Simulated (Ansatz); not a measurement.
# SiC (F-43m): the host for defect calculations

Before any defect goes in: SiC (F-43m) at rest, and how it screens a charge.

Main program and level: Ansatz 0.2.0; plane-wave PAW DFT, PBEsol; relaxation of the host's cell and atoms; PAW set soft_1, in the first sound run; inputs show where later runs differ.

Experimental background.

For SiC, 3C polytype (zincblende) (single crystals from silicon oxide and carbon black reaction at 2800 K, annealed in air), “On melting of silicon carbide under pressure” (2012, arxiv:1210.3244) quotes earlier work: lattice constant a (a of cubic 3C-SiC starting crystals) 4.357 Å [Starting-material characterisation; no method, uncertainty or temperature given].

“Insight into the structural, elastic and electronic properties of a new orthorhombic 6O-SiC polytype” (2020, pmc:7200658) quotes from earlier work for SiC, cubic 3C zincblende (literature value): band gap (indirect gap) 2.4 eV [literature value; measurement temperature and method not stated].

Most raw output is cut from this account.

### 1. Set-up

It takes space group F-43m (No. 216, cubic). Conventional cell: a = 4.360 Å, b = 4.360 Å, c = 4.360 Å, α = 90.00°, β = 90.00°, γ = 90.00°. Si has 4 C at 1.89 Å nearest. C has 4 Si at 1.89 Å nearest. Farther neighbours are not listed.

### 2. Host cell relaxation

Cell and atoms are relaxed together, until forces and stress fall under their thresholds.

cell/input.yaml

```yaml
crystal:
  lattice:
    - [0.0, 2.18, 2.18]
    - [2.18, 0.0, 2.18]
    - [2.18, 2.18, 0.0]
  atoms:
    - { symbol: Si, position: [0.0, 0.0, 0.0] }
    - { symbol: C, position: [0.25, 0.25, 0.25] }
basis:
  ecutwfc: 420
  xc_grid: 2
hamiltonian:
  xc: pbesol
  pseudopotentials: { kind: paw, azcp: { folder: soft_1 }, xc_functional: pbe }
kpoints:
  mp_grid: { grid: [11, 11, 11] }
scf:
  occupations: { method: fixed }
  max_iter: 100
relax:
  f_tol: 0.005
  max_steps: 60
  cell: {}
output:
  forces: true
  stress: true
checkpoint:
  write: "../cell.run"
  compress: false
  write_wavefunctions: false
  write_every: 100000
```

On the command line:

```console
$ ansatz run input.yaml --threads 32 --pin off --max-ram 84787MiB --backend cuda --events-out ev --progress --plain --runs-dir out --max-vram 78GiB
```

Elapsed: 1.6 s, on 1 × NVIDIA GB200 with 32 threads of Arm Neoverse V2, shared host; peak memory 0.95 GiB.

Little changed from the start: no atom moved by 0.005 Å and no cell edge by 0.1 %.

Numbers from this step:

- pressure: -6.75e-4 GPa

### 3. Dielectric tensors of the host

The response to a uniform electric field gives the electronic dielectric tensor.

This step: plane-wave PAW DFPT, PBEsol; dielectric tensors, Born charges and zone-centre modes of the host; PAW set soft_1 (Ansatz 0.2.0).

eps/input.yaml

```yaml
crystal:
  lattice:
    - [0.0, 2.1784555033, 2.1784555033]
    - [2.1784555033, 0.0, 2.1784555033]
    - [2.1784555033, 2.1784555033, 0.0]
  atoms:
    - { symbol: Si, position: [0.0, 0.0, 0.0] }
    - { symbol: C, position: [0.25, 0.25, 0.25] }
basis:
  ecutwfc: 420
hamiltonian:
  xc: pbesol
  pseudopotentials: { kind: paw, azcp: { folder: soft_1 }, xc_functional: pbe }
kpoints:
  mp_grid: { grid: [9, 9, 9] }
scf:
  occupations: { method: fixed }
  max_iter: 100
phonons:
  method: dfpt
  dielectric: true
  rigid_motions: translations
```

It took 5.7 s on 1 × NVIDIA GB200 with 32 threads; peak memory 1.2 GiB.

Electronic dielectric tensor:

```
7.06 0.00 0.00
0.00 7.06 0.00
0.00 0.00 7.06
```

Static dielectric tensor:

```
10.44  0.00  0.00
 0.00 10.44  0.00
 0.00  0.00 10.44
```

The electronic dielectric tensor is isotropic, 7.06. The static dielectric tensor is isotropic, 10.44.

### 4. Host on a dense mesh

This step: plane-wave PAW DFT, PBEsol; single point of the defect-free host, a test of the k-point sampling; PAW set soft_1 (Ansatz 0.2.0).

dense/input.yaml

```yaml
crystal:
  lattice:
    - [0.0, 2.1784555033, 2.1784555033]
    - [2.1784555033, 0.0, 2.1784555033]
    - [2.1784555033, 2.1784555033, 0.0]
  atoms:
    - { symbol: Si, position: [0.0, 0.0, 0.0] }
    - { symbol: C, position: [0.25, 0.25, 0.25] }
basis:
  ecutwfc: 420
  xc_grid: 2
hamiltonian:
  xc: pbesol
  pseudopotentials: { kind: paw, azcp: { folder: soft_1 }, xc_functional: pbe }
kpoints:
  mp_grid: { grid: [11, 11, 11] }
scf:
  occupations: { method: fermi_dirac, width: 0.01 }
  max_iter: 100
  lower_state_search: "off"
checkpoint:
  write: "../dense.run"
  compress: false
  write_wavefunctions: false
  write_every: 100000
```

It took 0.9 s on 1 × NVIDIA GB200 with 32 threads; peak memory 0.84 GiB.

### 5. Defect free supercell at the zone centre

The supercell is run at the zone centre, to see how far that sampling misses the dense mesh.

System of this step: SiC (F-43m). The cell holds 128 atoms: 64 Si and 64 C. Its edges and angles: a = 12.323 Å, b = 12.323 Å, c = 12.323 Å, α = 60.0°, β = 60.0°, γ = 60.0°.

pristine.sampling_gamma/input.yaml

```yaml
crystal:
  lattice:
    - [0.0, 8.7138220132, 8.7138220132]
    - [8.7138220132, 0.0, 8.7138220132]
    - [8.7138220132, 8.7138220132, 0.0]
  atoms:
    - { symbol: Si, position: [0.0, 0.0, 0.0] }
    - { symbol: C, position: [0.0625, 0.0625, 0.0625] }
    - { symbol: Si, position: [0.0, 0.0, 0.25] }
    - { symbol: C, position: [0.0625, 0.0625, 0.3125] }
    - { symbol: Si, position: [0.0, 0.0, 0.5] }
    - { symbol: C, position: [0.0625, 0.0625, 0.5625] }
    - { symbol: Si, position: [0.0, 0.0, 0.75] }
    - { symbol: C, position: [0.0625, 0.0625, 0.8125] }
    - { symbol: Si, position: [0.0, 0.25, 0.0] }
    - { symbol: C, position: [0.0625, 0.3125, 0.0625] }
    - { symbol: Si, position: [0.0, 0.25, 0.25] }
    - { symbol: C, position: [0.0625, 0.3125, 0.3125] }
    - { symbol: Si, position: [0.0, 0.25, 0.5] }
    - { symbol: C, position: [0.0625, 0.3125, 0.5625] }
    - { symbol: Si, position: [0.0, 0.25, 0.75] }
    - { symbol: C, position: [0.0625, 0.3125, 0.8125] }
    - { symbol: Si, position: [0.0, 0.5, 0.0] }
    - { symbol: C, position: [0.0625, 0.5625, 0.0625] }
    - { symbol: Si, position: [0.0, 0.5, 0.25] }
    - { symbol: C, position: [0.0625, 0.5625, 0.3125] }
    - { symbol: Si, position: [0.0, 0.5, 0.5] }
    - { symbol: C, position: [0.0625, 0.5625, 0.5625] }
    - { symbol: Si, position: [0.0, 0.5, 0.75] }
    - { symbol: C, position: [0.0625, 0.5625, 0.8125] }
    - { symbol: Si, position: [0.0, 0.75, 0.0] }
    - { symbol: C, position: [0.0625, 0.8125, 0.0625] }
    - { symbol: Si, position: [0.0, 0.75, 0.25] }
    - { symbol: C, position: [0.0625, 0.8125, 0.3125] }
    - { symbol: Si, position: [0.0, 0.75, 0.5] }
    - { symbol: C, position: [0.0625, 0.8125, 0.5625] }
[... 92 atom lines left out ...]
    - { symbol: Si, position: [0.75, 0.75, 0.25] }
    - { symbol: C, position: [0.8125, 0.8125, 0.3125] }
    - { symbol: Si, position: [0.75, 0.75, 0.5] }
    - { symbol: C, position: [0.8125, 0.8125, 0.5625] }
    - { symbol: Si, position: [0.75, 0.75, 0.75] }
    - { symbol: C, position: [0.8125, 0.8125, 0.8125] }
basis:
  ecutwfc: 420
  xc_grid: 2
hamiltonian:
  xc: pbesol
  pseudopotentials: { kind: paw, azcp: { folder: soft_1 }, xc_functional: pbe }
kpoints:
  mp_grid: { grid: [1, 1, 1] }
scf:
  occupations: { method: fermi_dirac, width: 0.01 }
  max_iter: 100
  lower_state_search: "off"
checkpoint:
  write: "../pristine.sampling_gamma.run"
  compress: false
  write_wavefunctions: false
  write_every: 100000
```

Run time: 1.6 s. Hardware: 1 × NVIDIA GB200 with 32 threads; peak memory 1 GiB.

### 6. Defect free supercell at the quarter point

The supercell is run at one point off the zone centre, to see how far that sampling misses the dense mesh.

pristine.sampling_quarter/input.yaml, as its differences from pristine.sampling_gamma/input.yaml of step 5:

```diff
@@ -50,3 +50,3 @@
 kpoints:
-  mp_grid: { grid: [1, 1, 1] }
+  mp_grid: { grid: [1, 1, 1], shift: [0.25, 0.25, 0.25] }
 scf:
@@ -56,3 +56,3 @@
 checkpoint:
-  write: "../pristine.sampling_gamma.run"
+  write: "../pristine.sampling_quarter.run"
   compress: false
```

It took 1.2 s on 1 × NVIDIA GB200 with 32 threads; peak memory 1.3 GiB; 3.1 s of CPU time.

### 7. What came out

```json
{"primitive cell vectors, lengths": "3.081, 3.081, 3.081 Å", "electronic dielectric constant": "7.06", "static dielectric constant": "10.44", "gap on the k-mesh of the response run (PBEsol)": "1.39 eV", "energy an atom at the zone centre alone less that on the dense mesh": "0.065 eV", "energy an atom at one point at (¼, ¼, ¼) less that on the dense mesh": "0.032 eV"}
```

What this shows: The k-mesh can miss the band edges, so this gap is an upper bound at this level. All at zero temperature.

Calculation against experiment:

| quantity | measured | PBEsol |
| --- | --- | --- |
| lattice constant a (Å) | 4.357 | 4.357 (-0.0 %) |
| band gap (gap on the k-mesh) (eV) | 2.4 | 1.34 (-1.06 eV) |

Measured values from arxiv:1210.3244 (2012) and pmc:7200658 (2020).

How well it matches: The lattice constant a matches within 0.05 %: good agreement. The band gap is off by -1.06 eV. Local and semilocal functionals usually give gaps below the measured ones. The computed gap is read on a k-mesh, which can miss the band edges. Zero-point and thermal motion shift the measured gap. The grades are ours: good and fair within 0.7 and 1.5 % for the lattice constant a. For lattice constants the calculation has a static lattice, without zero-point motion or thermal expansion.

[Logs are printed without paths, hosts, clocks, repeated set-up lines and the standing remarks that a program may print on its own settings, such as how far it seeks lower states.]

[Hosts, paths, dates, database ids (printed as entryN), source tags and the programs' standing remarks are cut or masked in the printed files.]

[Runs of the host that timed out are not shown.]

[For some hosts the program warned that the k-mesh of the response run may be too coarse for force constants and the static dielectric constant; such warnings are not always shown.]

[The program warned that the k-mesh of a response run behind this text may be too coarse: force constants, and the static dielectric constant and all else formed from them, are not shown converged.]
